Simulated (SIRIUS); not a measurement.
# Pb (Fm-3m) in SIRIUS: further runs

The runs below take Pb through equation of state, with WC.

All numbers are computed with SIRIUS 7.12.0; they aren't measurements. Logs are shortened: lines on timing, memory, paths and dates and some standing lists are left out, and cuts for length are marked. The log counts tension as positive stress, the text compression.

## 1. The crystal as given

Symmetry: Fm-3m, No. 225, cubic system. Conventional cell: a = 4.950 Å, b = 4.950 Å, c = 4.950 Å, α = 90.00°, β = 90.00°, γ = 90.00°. Pb (site symmetry m-3m) is surrounded by 12 Pb at 3.50 Å.

## 2. Equation of state, WC, 28.50 Å³/atom (volume scaled by 0.94)

Contents of sirius.json:

```json
{
  "control": {
    "processing_unit": "cpu",
    "std_evp_solver_name": "lapack",
    "gen_evp_solver_name": "lapack",
    "verbosity": 2,
    "print_forces": false,
    "ortho_rf": true,
    "use_second_variation": true,
    "rmt_max": 3.0,
    "num_bands_to_print": 24,
    "save_wf": true
  },
  "parameters": {
    "electronic_structure_method": "full_potential_lapwlo",
    "xc_functionals": ["XC_GGA_X_WC", "XC_GGA_C_PBE"],
    "core_relativity": "dirac",
    "valence_relativity": "iora",
    "num_fv_states": 24,
    "smearing": "fermi_dirac",
    "smearing_width": 0.0018374661,
    "pw_cutoff": 20,
    "gk_cutoff": 3.4,
    "lmax_apw": 11,
    "lmax_rho": 8,
    "lmax_pot": 8,
    "num_mag_dims": 0,
    "auto_rmt": 0,
    "ngridk": [9, 9, 9],
    "shiftk": [0, 0, 0],
    "num_dft_iter": 80,
    "energy_tol": 1e-07,
    "density_tol": 1e-05,
    "use_symmetry": true
  },
  "settings": {"tol_ne": 1e-10},
  "iterative_solver": {"type": "exact"},
  "mixer": {"type": "anderson", "beta": 0.5, "max_history": 8},
  "unit_cell": {
    "lattice_vectors": [[0.0, 4.5816319389, 4.5816319389], [4.5816319389, 0.0, 4.5816319389], [4.5816319389, 4.5816319389, 0.0]],
    "atom_types": ["Pb"],
    "atom_files": {"Pb": "Pb.json"},
    "atoms": {"Pb": [[0.0, 0.0, 0.0]]}
  }
}
```

Contents of Pb.json:

```json
{
  "name": "lead",
  "symbol": "Pb",
  "number": 82,
  "mass": 207.2,
  "rmin": 1e-06,
  "rmt": 2.65,
  "nrmt": 800,
  "rinf": 17.22,
  "core": "1s2s2p3s3p3d4s4p4d",
  "valence": [
    {"basis": [{"enu": 0.07, "dme": 0, "n": 0, "auto": 0}, {"enu": 0.07, "dme": 1, "n": 0, "auto": 0}]},
    {"l": 0, "n": 1, "basis": [{"enu": 0.0627, "dme": 0, "n": 0, "auto": 0}]},
    {"l": 1, "n": 2, "basis": [{"enu": 0.17, "dme": 0, "n": 0, "auto": 0}]},
    {"l": 2, "n": 3, "basis": [{"enu": 0.17, "dme": 0, "n": 0, "auto": 0}]},
    {"l": 3, "n": 4, "basis": [{"enu": 0.17, "dme": 0, "n": 0, "auto": 0}]},
    {"l": 4, "n": 5, "basis": [{"enu": 0.17, "dme": 0, "n": 0, "auto": 0}]}
  ],
  "lo": [
    {
      "l": 0,
      "basis": [{"enu": 0.0627, "dme": 0, "n": 0, "auto": 0}, {"enu": 0.0627, "dme": 1, "n": 0, "auto": 0}]
    },
    {
      "l": 0,
      "basis": [{"enu": -4.9761, "dme": 0, "n": 5, "auto": 1}, {"enu": -4.9761, "dme": 1, "n": 5, "auto": 1}]
    },
    {
      "l": 0,
      "basis": [{"enu": -4.9761, "dme": 1, "n": 5, "auto": 1}, {"enu": 0.0627, "dme": 0, "n": 0, "auto": 0}]
    },
    {
      "l": 0,
      "basis": [{"enu": 0.0627, "dme": 0, "n": 0, "auto": 0}, {"enu": 2.341, "dme": 0, "n": 0, "auto": 0}]
    },
    {"l": 1, "basis": [{"enu": 0.17, "dme": 0, "n": 0, "auto": 0}, {"enu": 0.17, "dme": 1, "n": 0, "auto": 0}]},
    {
      "l": 1,
      "basis": [{"enu": -2.8446, "dme": 0, "n": 5, "auto": 1}, {"enu": -2.8446, "dme": 1, "n": 5, "auto": 1}]
    },
    {
      "l": 1,
      "basis": [{"enu": -2.8446, "dme": 1, "n": 5, "auto": 1}, {"enu": 0.17, "dme": 0, "n": 0, "auto": 0}]
    },
    {"l": 1, "basis": [{"enu": 0.17, "dme": 0, "n": 0, "auto": 0}, {"enu": 2.7901, "dme": 0, "n": 0, "auto": 0}]},
    {"l": 2, "basis": [{"enu": 0.17, "dme": 0, "n": 0, "auto": 0}, {"enu": 0.17, "dme": 1, "n": 0, "auto": 0}]},
    {
      "l": 2,
      "basis": [{"enu": -0.4787, "dme": 0, "n": 5, "auto": 1}, {"enu": -0.4787, "dme": 1, "n": 5, "auto": 1}]
    },
    {
      "l": 2,
      "basis": [{"enu": -0.4787, "dme": 1, "n": 5, "auto": 1}, {"enu": 0.17, "dme": 0, "n": 0, "auto": 0}]
    },
    {"l": 2, "basis": [{"enu": 0.17, "dme": 0, "n": 0, "auto": 0}, {"enu": 3.1319, "dme": 0, "n": 0, "auto": 0}]},
    {"l": 3, "basis": [{"enu": 0.17, "dme": 0, "n": 0, "auto": 0}, {"enu": 0.17, "dme": 1, "n": 0, "auto": 0}]},
    {
      "l": 3,
      "basis": [{"enu": -4.6074, "dme": 0, "n": 4, "auto": 1}, {"enu": -4.6074, "dme": 1, "n": 4, "auto": 1}]
    },
    {
      "l": 3,
      "basis": [{"enu": -4.6074, "dme": 1, "n": 4, "auto": 1}, {"enu": 0.17, "dme": 0, "n": 0, "auto": 0}]
    },
    {"l": 3, "basis": [{"enu": 0.17, "dme": 0, "n": 0, "auto": 0}, {"enu": 3.4737, "dme": 0, "n": 0, "auto": 0}]},
    {"l": 4, "basis": [{"enu": 0.17, "dme": 0, "n": 0, "auto": 0}, {"enu": 0.17, "dme": 1, "n": 0, "auto": 0}]},
    {"l": 4, "basis": [{"enu": 0.17, "dme": 0, "n": 0, "auto": 0}, {"enu": 2.9041, "dme": 0, "n": 0, "auto": 0}]}
  ],
  "free_atom": [... radial grid and density of the free atom, the start of the SCF ...]
}
```

Contents of sirius_start.json:

```json
{
  "control": {
    "processing_unit": "cpu",
    "std_evp_solver_name": "lapack",
    "gen_evp_solver_name": "lapack",
    "verbosity": 1,
    "print_forces": false,
    "ortho_rf": true,
    "use_second_variation": true,
    "rmt_max": 3.0,
    "num_bands_to_print": 24,
    "save_wf": false
  },
  "parameters": {
    "electronic_structure_method": "full_potential_lapwlo",
    "xc_functionals": ["XC_LDA_X", "XC_LDA_C_PW"],
    "core_relativity": "dirac",
    "valence_relativity": "iora",
    "num_fv_states": 24,
    "smearing": "fermi_dirac",
    "smearing_width": 0.0055123983,
    "pw_cutoff": 20,
    "gk_cutoff": 2.72,
    "lmax_apw": 11,
    "lmax_rho": 8,
    "lmax_pot": 8,
    "num_mag_dims": 0,
    "auto_rmt": 0,
    "ngridk": [4, 4, 4],
    "shiftk": [0, 0, 0],
    "num_dft_iter": 30,
    "energy_tol": 0.01,
    "density_tol": 0.05,
    "use_symmetry": true
  },
  "settings": {"tol_ne": 1e-10},
  "iterative_solver": {"type": "exact"},
  "mixer": {"type": "anderson", "beta": 0.5, "max_history": 8},
  "unit_cell": {
    "lattice_vectors": [[0.0, 4.5816319389, 4.5816319389], [4.5816319389, 0.0, 4.5816319389], [4.5816319389, 4.5816319389, 0.0]],
    "atom_types": ["Pb"],
    "atom_files": {"Pb": "Pb.json"},
    "atoms": {"Pb": [[0.0, 0.0, 0.0]]}
  }
}
```

Potentials or basis: all-electron FP-LAPW, apw+lo standard.

The run is started by

```
> OMP_NUM_THREADS=1 sirius.scf --input=sirius_start.json --output=start.json
> OMP_NUM_THREADS=1 sirius.scf --input=sirius.json --output=output.json --task=1
```

What it wrote:

```text
[info] SIRIUS version : 7.12.0
[info] number of MPI ranks           : 1
[info] MPI grid                      : 1 1
[info] maximum number of OMP threads : 1
[fft] FFT context for density and potential
[fft] =====================================
[fft]   plane wave cutoff                     : 20
[fft]   grid size                             : 45 45 45   total : 91125
[fft]   grid limits                           : -22 22   -22 22   -22 22
[fft]   number of G-vectors within the cutoff : 25893
[fft]   number of G-shells                    : 713
[fft] FFT context for coarse grid
[fft] =====================================
[fft]   plane wave cutoff                     : 6.8
[fft]   grid size                             : 18 18 18   total : 5832
[fft]   grid limits                           : -8 9   -8 9   -8 9
[fft]   number of G-vectors within the cutoff : 965
[fft]   number of G-shells                    : 42
[unit cell] lattice vectors
[unit cell]   a1 :       0.0000000000      4.5816319389      4.5816319389
[unit cell]   a2 :       4.5816319389      0.0000000000      4.5816319389
[unit cell]   a3 :       4.5816319389      4.5816319389      0.0000000000
[unit cell] reciprocal lattice vectors
[unit cell]   b1 :      -0.6856929355      0.6856929355      0.6856929355
[unit cell]   b2 :       0.6856929355     -0.6856929355      0.6856929355
[unit cell]   b3 :       0.6856929355      0.6856929355     -0.6856929355
[unit cell] unit cell volume :       192.34929041 [a.u.^3]
[unit cell] 1/sqrt(omega)    :         0.07210323
[unit cell] MT volume        :        77.95181491 (40.53%)
[unit cell] IT volume        :       114.39747550 (59.47%)
[unit cell] number of atom types : 1
[unit cell] type id : 0 symbol : Pb mt_radius :   2.650000 num_atoms : 1
[unit cell] total number of atoms : 1
[unit cell] number of symmetry classes : 1
[unit cell] atom id  type id  class id             position                      vector_field
[unit cell] ------------------------------------------------------------------------------------------
[unit cell]      0        0        0      0.00000   0.00000   0.00000      0.00000   0.00000   0.00000
[unit cell] atom id         position (Cartesian, a.u.)
[unit cell] ---------------------------------------------
[... 308 lines left out ...]
[diagonalize] ik:    0   -4.884315   -4.478987   -4.478987   -4.478987   -4.478985   -4.478985   -4.478985   -4.478982   -2.740096   -2.740096   -2.740096   -0.376244   -0.376244   -0.376244   -0.369850   -0.369850   -0.198774    0.540016    0.540016    0.540016    0.610130    0.697019    0.725998    0.725998
[diagonalize] ik:    1   -4.884314   -4.478987   -4.478987   -4.478987   -4.478985   -4.478985   -4.478985   -4.478982   -2.740113   -2.740098   -2.740098   -0.376280   -0.375485   -0.375485   -0.369840   -0.369840   -0.189446    0.448070    0.528988    0.528988    0.599577    0.725723    0.745688    0.745688
[diagonalize] ik:    2   -4.884313   -4.478987   -4.478987   -4.478987   -4.478985   -4.478985   -4.478985   -4.478982   -2.740164   -2.740107   -2.740107   -0.376673   -0.374598   -0.374598   -0.368879   -0.368879   -0.161364    0.313347    0.505377    0.505377    0.590673    0.696761    0.727801    0.727801
[diagonalize] ik:    3   -4.884312   -4.478987   -4.478987   -4.478987   -4.478985   -4.478985   -4.478985   -4.478982   -2.740222   -2.740117   -2.740117   -0.377359   -0.375025   -0.375025   -0.366317   -0.366317   -0.115746    0.191472    0.482476    0.482476    0.587573    0.651089    0.694531    0.694531
[diagonalize] ik:    4   -4.884312   -4.478987   -4.478987   -4.478987   -4.478985   -4.478985   -4.478985   -4.478982   -2.740256   -2.740122   -2.740122   -0.377887   -0.375596   -0.375596   -0.364217   -0.364217   -0.063406    0.100155    0.468779    0.468779    0.589941    0.623969    0.677889    0.677889
[diagonalize] ...
[diagonalize] ik:   30   -4.884311   -4.478987   -4.478987   -4.478987   -4.478985   -4.478985   -4.478985   -4.478982   -2.740226   -2.740192   -2.740148   -0.377477   -0.373603   -0.370526   -0.368669   -0.364257   -0.012758    0.150210    0.235223    0.343255    0.575942    0.718119    0.779377    0.804981
[diagonalize] ik:   31   -4.884311   -4.478987   -4.478987   -4.478987   -4.478985   -4.478985   -4.478985   -4.478982   -2.740222   -2.740183   -2.740139   -0.376220   -0.374965   -0.371257   -0.367073   -0.366358   -0.048298    0.191301    0.243009    0.379564    0.598114    0.696830    0.717468    0.866982
[diagonalize] ik:   32   -4.884311   -4.478987   -4.478987   -4.478987   -4.478985   -4.478985   -4.478985   -4.478982   -2.740242   -2.740173   -2.740163   -0.381283   -0.378133   -0.366525   -0.364695   -0.362910   -0.008830    0.153736    0.284985    0.297347    0.528433    0.564720    0.850225    0.927870
[diagonalize] ik:   33   -4.884310   -4.478987   -4.478987   -4.478987   -4.478985   -4.478985   -4.478985   -4.478982   -2.740229   -2.740193   -2.740160   -0.379244   -0.376027   -0.368334   -0.366936   -0.362971    0.006677    0.158286    0.217114    0.306578    0.554281    0.656917    0.810190    0.834065
[diagonalize] ik:   34   -4.884310   -4.478987   -4.478987   -4.478987   -4.478985   -4.478985   -4.478985   -4.478982   -2.740220   -2.740199   -2.740160   -0.376025   -0.375446   -0.371817   -0.367560   -0.362946    0.001307    0.178122    0.214268    0.277950    0.644160    0.679940    0.719324    0.793290
[generate_core_charge_density] atom class : 0
[generate_core_charge_density]   n,l,k : 1 0 1  energy :       -3232.74714752
[generate_core_charge_density]   n,l,k : 2 0 1  energy :        -577.40999640
[generate_core_charge_density]   n,l,k : 2 1 1  energy :        -554.48971559
[generate_core_charge_density]   n,l,k : 2 1 2  energy :        -473.99588861
[generate_core_charge_density]   n,l,k : 3 0 1  energy :        -138.29887925
[generate_core_charge_density]   n,l,k : 3 1 1  energy :        -127.95895403
[generate_core_charge_density]   n,l,k : 3 1 2  energy :        -109.99821291
[generate_core_charge_density]   n,l,k : 3 2 2  energy :         -93.00615959
[generate_core_charge_density]   n,l,k : 3 2 3  energy :         -89.18461097
[generate_core_charge_density]   n,l,k : 4 0 1  energy :         -31.00200706
[generate_core_charge_density]   n,l,k : 4 1 1  energy :         -26.52727512
[generate_core_charge_density]   n,l,k : 4 1 2  energy :         -22.12828972
[generate_core_charge_density]   n,l,k : 4 2 2  energy :         -14.84141118
[generate_core_charge_density]   n,l,k : 4 2 3  energy :         -14.02053843
[find] Total energy                   :  -20926.93718300 (Ha),  -41853.87436600 (Ry)
[find] iteration : 1, RMS (target) : 2.8176e-01 (1.0000e-05) , energy difference (target) : 1.8923e-04 (1.0000e-07)
[find] Total energy                   :  -20926.93714124 (Ha),  -41853.87428248 (Ry)
[... 17 lines left out ...]
[find] valence_eval_sum               :     -92.17517713
[find] core_eval_sum                  :  -12851.50964954
[find] kinetic energy                 :   24358.35063261
[find] enuc                           :  -26500.57354162
[find] <rho|V^{XC}>                   :    -510.49485888
[find] <rho|E^{XC}>                   :    -388.94393407
[find] <mag|B^{XC}>                   :       0.00000000
[find] <rho|V^{H}>                    :  -36791.54060040
[find] smearing (-TS)                 :      -0.00012092
[find] SCF correction                 :       0.00000406
[find] Total energy                   :  -20926.93713922 (Ha),  -41853.87427844 (Ry)
[find] Free energy (E-TS)             :  -20926.93726014 (Ha),  -41853.87452027 (Ry)
[find] band gap (eV)                  :       0.00000000
[find] Efermi                         :       0.25015204
[find] iteration : 6, RMS (target) : 9.4235e-07 (1.0000e-05) , energy difference (target) : 3.9741e-08 (1.0000e-07)
[find] converged after 7 SCF iterations!
[find] Charges and magnetic moments
[find] --------------------------------------------------------------------------------
[find] atom      charge    core leakage
[find] --------------------------------------------------------------------------------
[find]    0   80.036178    8.189571e-10
[find] total core leakage    : 8.18957104e-10
[find] interstitial charge   : 1.963819
[find] total charge          : 81.999997
[find] Energy
[find] --------------------------------------------------------------------------------
[find] valence_eval_sum               :     -92.17517713
[find] core_eval_sum                  :  -12851.50964954
[find] kinetic energy                 :   24358.35063261
[find] enuc                           :  -26500.57354162
[find] <rho|V^{XC}>                   :    -510.49485888
[find] <rho|E^{XC}>                   :    -388.94393407
[find] <mag|B^{XC}>                   :       0.00000000
[find] <rho|V^{H}>                    :  -36791.54060040
[find] smearing (-TS)                 :      -0.00012092
[find] SCF correction                 :       0.00000406
[find] Total energy                   :  -20926.93713922 (Ha),  -41853.87427844 (Ry)
[find] Free energy (E-TS)             :  -20926.93726014 (Ha),  -41853.87452027 (Ry)
[find] band gap (eV)                  :       0.00000000
[find] Efermi                         :       0.25015204
```

Run time: 45 s. Hardware: 1 thread of Arm Neoverse V1, shared host; peak memory 0.36 GiB.

Results:

```
Free energy                                       : -569450.9727 eV
Band gap on the k mesh                            : none (metal or under the smearing width)
All electrons inside the program's atomic spheres : Pb 80.04 (radii Pb 2.65 bohr)
```

## 3. Equation of state, WC, 29.11 Å³/atom (volume scaled by 0.96)

sirius.json: that of step 2 with these lines changed.

```diff
@@ -39,3 +39,3 @@
   "unit_cell": {
-    "lattice_vectors": [[0.0, 4.5816319389, 4.5816319389], [4.5816319389, 0.0, 4.5816319389], [4.5816319389, 4.5816319389, 0.0]],
+    "lattice_vectors": [[0.0, 4.6138980156, 4.6138980156], [4.6138980156, 0.0, 4.6138980156], [4.6138980156, 4.6138980156, 0.0]],
     "atom_types": ["Pb"],
```

Contents of Pb.json:

```json
{
  "name": "lead",
  "symbol": "Pb",
  "number": 82,
  "mass": 207.2,
  "rmin": 1e-06,
  "rmt": 2.65,
  "nrmt": 800,
  "rinf": 17.22,
  "core": "1s2s2p3s3p3d4s4p4d",
  "valence": [
    {"basis": [{"enu": 0.06, "dme": 0, "n": 0, "auto": 0}, {"enu": 0.06, "dme": 1, "n": 0, "auto": 0}]},
    {"l": 0, "n": 1, "basis": [{"enu": 0.0527, "dme": 0, "n": 0, "auto": 0}]},
    {"l": 1, "n": 2, "basis": [{"enu": 0.16, "dme": 0, "n": 0, "auto": 0}]},
    {"l": 2, "n": 3, "basis": [{"enu": 0.16, "dme": 0, "n": 0, "auto": 0}]},
    {"l": 3, "n": 4, "basis": [{"enu": 0.16, "dme": 0, "n": 0, "auto": 0}]},
    {"l": 4, "n": 5, "basis": [{"enu": 0.16, "dme": 0, "n": 0, "auto": 0}]}
  ],
  "lo": [
    {
      "l": 0,
      "basis": [{"enu": 0.0527, "dme": 0, "n": 0, "auto": 0}, {"enu": 0.0527, "dme": 1, "n": 0, "auto": 0}]
    },
    {
      "l": 0,
      "basis": [{"enu": -4.9861, "dme": 0, "n": 5, "auto": 1}, {"enu": -4.9861, "dme": 1, "n": 5, "auto": 1}]
    },
    {
      "l": 0,
      "basis": [{"enu": -4.9861, "dme": 1, "n": 5, "auto": 1}, {"enu": 0.0527, "dme": 0, "n": 0, "auto": 0}]
    },
    {
      "l": 0,
      "basis": [{"enu": 0.0527, "dme": 0, "n": 0, "auto": 0}, {"enu": 2.331, "dme": 0, "n": 0, "auto": 0}]
    },
    {"l": 1, "basis": [{"enu": 0.16, "dme": 0, "n": 0, "auto": 0}, {"enu": 0.16, "dme": 1, "n": 0, "auto": 0}]},
    {
      "l": 1,
      "basis": [{"enu": -2.8546, "dme": 0, "n": 5, "auto": 1}, {"enu": -2.8546, "dme": 1, "n": 5, "auto": 1}]
    },
    {
      "l": 1,
      "basis": [{"enu": -2.8546, "dme": 1, "n": 5, "auto": 1}, {"enu": 0.16, "dme": 0, "n": 0, "auto": 0}]
    },
    {"l": 1, "basis": [{"enu": 0.16, "dme": 0, "n": 0, "auto": 0}, {"enu": 2.7801, "dme": 0, "n": 0, "auto": 0}]},
    {"l": 2, "basis": [{"enu": 0.16, "dme": 0, "n": 0, "auto": 0}, {"enu": 0.16, "dme": 1, "n": 0, "auto": 0}]},
    {
      "l": 2,
      "basis": [{"enu": -0.4887, "dme": 0, "n": 5, "auto": 1}, {"enu": -0.4887, "dme": 1, "n": 5, "auto": 1}]
    },
    {
      "l": 2,
      "basis": [{"enu": -0.4887, "dme": 1, "n": 5, "auto": 1}, {"enu": 0.16, "dme": 0, "n": 0, "auto": 0}]
    },
    {"l": 2, "basis": [{"enu": 0.16, "dme": 0, "n": 0, "auto": 0}, {"enu": 3.1219, "dme": 0, "n": 0, "auto": 0}]},
    {"l": 3, "basis": [{"enu": 0.16, "dme": 0, "n": 0, "auto": 0}, {"enu": 0.16, "dme": 1, "n": 0, "auto": 0}]},
    {
      "l": 3,
      "basis": [{"enu": -4.6174, "dme": 0, "n": 4, "auto": 1}, {"enu": -4.6174, "dme": 1, "n": 4, "auto": 1}]
    },
    {
      "l": 3,
      "basis": [{"enu": -4.6174, "dme": 1, "n": 4, "auto": 1}, {"enu": 0.16, "dme": 0, "n": 0, "auto": 0}]
    },
    {"l": 3, "basis": [{"enu": 0.16, "dme": 0, "n": 0, "auto": 0}, {"enu": 3.4637, "dme": 0, "n": 0, "auto": 0}]},
    {"l": 4, "basis": [{"enu": 0.16, "dme": 0, "n": 0, "auto": 0}, {"enu": 0.16, "dme": 1, "n": 0, "auto": 0}]},
    {"l": 4, "basis": [{"enu": 0.16, "dme": 0, "n": 0, "auto": 0}, {"enu": 2.8941, "dme": 0, "n": 0, "auto": 0}]}
  ],
  "free_atom": [... radial grid and density of the free atom, the start of the SCF ...]
}
```

sirius_start.json: that of step 2 with these lines changed.

```diff
@@ -39,3 +39,3 @@
   "unit_cell": {
-    "lattice_vectors": [[0.0, 4.5816319389, 4.5816319389], [4.5816319389, 0.0, 4.5816319389], [4.5816319389, 4.5816319389, 0.0]],
+    "lattice_vectors": [[0.0, 4.6138980156, 4.6138980156], [4.6138980156, 0.0, 4.6138980156], [4.6138980156, 4.6138980156, 0.0]],
     "atom_types": ["Pb"],
```

Potentials or basis: all-electron FP-LAPW, apw+lo standard.

The run is started by

```
> OMP_NUM_THREADS=1 sirius.scf --input=sirius_start.json --output=start.json
> OMP_NUM_THREADS=1 sirius.scf --input=sirius.json --output=output.json --task=1
```

It took 46 s on 1 thread of Arm Neoverse V1, shared host; peak memory 0.36 GiB.

The run converged. Its results:

```yaml
Free_energy: -569450.9811 eV
Band_gap_on_the_k_mesh: none (metal or under the smearing width)
All_electrons_inside_the_program's_atomic_spheres: Pb 80.02 (radii Pb 2.65 bohr)
```

[end of part 1 of 2]
